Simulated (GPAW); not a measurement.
# Si (P-1) in GPAW: reference runs

Aim: a first look at Si with PBE, on the cell as given.

All numbers are computed with GPAW 26.7.0; they aren't measurements. Logs are shortened: lines on timing, memory, paths and dates and some standing lists are left out, and cuts for length are marked. The log counts tension as positive stress, the text compression.

## Step 1: The cell of the first run

The typed cell holds 1 atom: a = 2.622 Å, b = 2.745 Å, c = 2.618 Å, α = 102.53°, β = 99.83°, γ = 125.45°.

This isn't the form of Si at room conditions, which is diamond.

## Step 2: Single point, PBE (cell sheared at random, sigma 0.06, atoms nudged by 0.01 Å)

run.py reads:

```python
from ase import Atoms
from ase.dft.bandgap import bandgap
from ase.io import write
from ase.units import Bohr, GPa
from gpaw import GPAW, PW
from gpaw.elf import elf_from_dft_calculation

atoms = Atoms(['Si'],
              cell=[[-1.63224671, 1.68876785, 1.16666691],
                    [1.73080285, -1.69329951, 1.29369204],
                    [1.62460171, 1.68565451, -1.17225083]],
              scaled_positions=[[0.0, 0.0, 0.0]],
              pbc=True)

calc = GPAW(mode=PW(600),
            xc='PBE',
            kpts={'size': (13, 13, 11), 'gamma': True},
            occupations={'name': 'fermi-dirac', 'width': 0.05},
            nbands=8,
            convergence={'density': 1e-05, 'energy': 1e-05},
            maxiter=150,
            txt='gpaw.txt')
atoms.calc = calc
energy = atoms.get_potential_energy()
forces = atoms.get_forces()
stress = atoms.get_stress()
calc.write('gs.gpw')
write('result.traj', atoms)
print(f'Energy: {energy:.6f} eV')
print('Forces (eV/A):')
print(forces.round(4))
print('Stress (GPa):', (stress / GPa).round(3))
print('Fermi level:', round(calc.get_fermi_level(), 4), 'eV')
print(f'Gap: {bandgap(calc)[0]:.4f} eV, direct: {bandgap(calc, direct=True)[0]:.4f} eV')

# fields on the real-space grid
write('density.cube', atoms, data=calc.get_pseudo_density() * Bohr**3)
write('potential.cube', atoms, data=calc.get_electrostatic_potential())
write('elf.cube', atoms, data=elf_from_dft_calculation(calc).data)
```

Potentials or basis: GPAW PAW data sets (gpaw-data 1.2.1), pw.

Command:

```
> OMP_NUM_THREADS=1 python run.py
```

gpaw.txt:

```text
__  _  _
 | _ |_)|_||  |
 |__||  | ||/\| - 26.7.0

Input parameters:
  mode=PW(ecut=600.0),
  convergence={'density': 1e-05, 'energy': 1e-05},
  kpts=MonkhorstPack(size=(13, 13, 11), gamma=True),
  maxiter=150,
  nbands=8,
  occupations=Occupations(name='fermi-dirac', width=0.05),
  xc=XC(name='PBE')

Diagonalizing LCAO Hamiltonian
Converting LCAO to pw mode

       Si

Atoms  # Å, Bohr magnetons
|   | symbol |        x |        y |        z |    initial magnetic moments |
|---|--------|----------|----------|----------|-----------------------------|
| 0 |     Si | 0.000000 | 0.000000 | 0.000000 | ( 0.0000,  0.0000,  0.0000) |

Unit cell  # Å
| periodic |         x |         y |         z |  lengths |     angles |
|----------|-----------|-----------|-----------|----------|------------|
|      yes | -1.632247 |  1.688768 |  1.166667 | 2.622456 | 102.526825 |
|      yes |  1.730803 | -1.693300 |  1.293692 | 2.745283 |  99.834070 |
|      yes |  1.624602 |  1.685655 | -1.172251 | 2.618193 | 125.447958 |

Number of symmetries: 2
Symmetry operations  # r_c * U_cc + t_c -> r_c
|   | kind |            matrix            |
|---|------|------------------------------|
| 0 |  E   |  1, 0, 0,  0, 1, 0,  0, 0, 1 |
| 1 |  i   | -1, 0, 0,  0,-1, 0,  0, 0,-1 |

BZ-sampling:
  Number of BZ points: 1859
  Number of IBZ points: 930

  Monkhorst-Pack size: [13, 13, 11]
  Monkhorst-Pack shift: [0, 0, 0]

K-points  # in reciprocal-cell coordinates
|     |                                coordinates |     weight |
|-----|--------------------------------------------|------------|
|   0 | (  0.00000000,   0.00000000,   0.00000000) | 0.00053792 |
|   1 | (  0.00000000,   0.00000000,   0.09090909) | 0.00107585 |
|   2 | (  0.00000000,   0.00000000,   0.18181818) | 0.00107585 |
|   3 | (  0.00000000,   0.00000000,   0.27272727) | 0.00107585 |
|   4 | (  0.00000000,   0.00000000,   0.36363636) | 0.00107585 |
|   5 | (  0.00000000,   0.00000000,   0.45454545) | 0.00107585 |
|   6 | (  0.00000000,   0.07692308,  -0.45454545) | 0.00107585 |
|   7 | (  0.00000000,   0.07692308,  -0.36363636) | 0.00107585 |
|   8 | (  0.00000000,   0.07692308,  -0.27272727) | 0.00107585 |
|   9 | (  0.00000000,   0.07692308,  -0.18181818) | 0.00107585 |
| ... |                                            |            |
| 929 | (  0.46153846,   0.46153846,   0.45454545) | 0.00107585 |

Plane wave coefficients: 477
Cutoff: 600.0 eV

Spin-components: 1 (collinear spins)
Bands:           8
Projectors:      5
Spin-degeneracy: 2
Datatype:        complex128

Parallelization:
  kpt:    1
  domain: 1
  band:   1

Density:
  Valence electrons: 4.0
  Components: 1
  Grid points: [15 16 15]
  Charge: 0.0  # |e|

Potential:
  Grid points: [15 16 15]

species:
  Si:
    name:    Silicon
    Z:       14.0
    valence: 4
    core:    10
    charge:  0.0  # [|e|]
    compensation charges:
      type: gauss
      rc: 0.33  # [Å]
      lmax: 2
    cutoffs:
      filter: 1.86  # [Å]
      core: 2.06  # [Å]
    projectors
    | kind |    occ | energy [eV] | rcut [Å] |
    |------|--------|-------------|----------|
    |   3s |  2.000 |     -10.812 |    1.058 |
    |   3p |  2.000 |      -4.081 |    1.058 |
    |    s |        |      16.399 |    1.058 |
    |    p |        |      23.130 |    1.058 |
    |    d |        |       0.000 |    1.058 |

    Using partial waves for Si as LCAO basis

Reference energy: -7886.344250  # eV

eigensolver:
  PPCG
  Converge bands: occupied
  niter=2

density mixing:
  MSR1-Mixer
  Pratt-step length: 0.05
  Maximum mixing coefficient: 0.75
  Old densities: 10
  SVD Regularization: 0.005
  Good broyden scale: 1.0
  Trust region scale: 1.0
  Backstep threshold: 4.0
  History deletion threshold: 6.0
  Fourier metric: weight=20.0, sigma=0.015

occupation numbers:
  Fermi-Dirac:
    width: 0.0500  # eV

poisson solver:
  ecut: 4800.0  # eV

xc functional:
  name: PBE with 2 nearest neighbor stencil

convergence criteria:
- Maximum integral of absolute [dens]ity change: 1e-05 electrons / valence electron
- Maximum [total energy] change in last 3 cyles: 1e-05 eV / valence electron
- Maximum integral of absolute [eigenst]ate change: 4e-08 eV^2 / valence electron
maximum number of iterations: 150

SCF iterations
|iter     | |      energy | eigst |  dens |
|---------|-|-------------|-------|-------|
|iter:   1| |   -4.874279 | +0.07 |       |
|iter:   2| |   -4.875807 | -3.10 | -1.13 |
|iter:   3| |   -4.880200 | -3.40 | -1.16 |
|iter:   4| |   -4.880905 | -4.12 | -1.69 |
|iter:   5| |   -4.880910 | -6.11 | -2.75 |
|iter:   6| |   -4.880911c| -7.41c| -3.38 |
|iter:   7| |   -4.880911c| -8.43c| -4.13 |
|iter:   8| |   -4.880911c|-10.03c| -5.40c|

Converged in 8 steps
Energy contributions relative to reference atoms: (reference = -7886.344250)

Energy contributions:
  Kinetic:           5.879100
  Coulomb:          -3.700184
  Zero:             -0.025368
  External:          0.000000
  Xc:               -7.032433
  Entropy:          -0.004051
  Spinorbit:         0.000000
  ----------------------------
  Free energy:      -4.882937
  Extrapolated:     -4.880911

dipole moment: (-3.757918, -3.666246, -2.809147)  # |e|*Ang

Fermi level: 9.888
Eigenvalues  # (at kpt = [0.000, 0.000, 0.000])
| band index |      eig [eV] | occ [0-2] |
|------------|---------------|-----------|
|          0 |        -4.942 |     2.000 |
|          1 |        18.148 |     0.000 |
|          2 |        18.587 |     0.000 |
|          3 |        18.799 |     0.000 |
|          4 |        21.182 |     0.000 |
|          5 |        25.271 |     0.000 |
|          6 |        26.989 |     0.000 |
|          7 |        27.304 |     0.000 |

No gap
No difference between direct/indirect transitions

Forces  # eV/Ang
|       x |       y |       z |
|---------|---------|---------|
| 0.00000 | 0.00000 | 0.00000 |  # Si   0

Stress tensor  # eV/Ang^3
|         x |         y |         z |
|-----------|-----------|-----------|
| -0.019816 | -0.006691 | -0.005086 |
| -0.006691 | -0.016517 |  0.005332 |
| -0.005086 |  0.005332 | -0.086968 |

# Writing to gs.gpw (mode='')
```

It took 42 s on 1 thread of Arm Neoverse V2, shared host; peak memory 0.25 GiB.

Results:

```
Free energy            : -4.8829 eV
Pressure               : 6.6 GPa
Band gap on the k mesh : none (metal or under the smearing width)
```
